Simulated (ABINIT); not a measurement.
# FeO in ABINIT: the effect of Hubbard term

FeO:

```xyz
2
Lattice="-1.6021 1.6021 2.0834 1.6021 -1.6021 2.0834 1.6021 1.6021 -2.0834" Properties=species:S:1:pos:R:3 pbc="T T T"
Fe    0.0000    0.0000    0.0000
O     0.0000    0.0000    2.0834
```

The cell comes from a database or a generator and needn't be the stable form of this composition.

Alike in all runs:

- Program: ABINIT 10.8.3 (patched build)
- Task: single point
- Functional: PBE
- Potentials or basis: JTH PAW PBE v2.0
- Cutoff: 707 eV
- k mesh: 8 × 8 × 8
- Occupations: fermi-dirac, width 0.05 eV
- Spin: collinear spin, ferromagnetic start
- Starting moments: [3.0, 0.0] μB
- Double counting (usepawu): 1
- Fine-grid cutoff: 1306.15 eV

```tsv
Hubbard term	pressure (GPa)	moment (μB)
Fe d U = 0 eV	-9.3	4.00
Fe d U = 2 eV	-3.0	4.00
Fe d U = 4 eV	-7.7	4.01
Fe d U = 6 eV	?	?
Fe d U = 8 eV	-5.0	4.05
```

What does the run with Hubbard term Fe d U = 6 eV give?

Pressure -6.4 GPa; moment 4.04 μB.

Worked out: The pressure follows no smooth curve through the other rows. A parabola through the other rows of the moment, of slope 0.0102 μB per eV there, gives 4.03 μB, against the run's 4.04.

Caveats: a cell with one magnetic atom can't hold antiferromagnetic order, which such compounds often take.
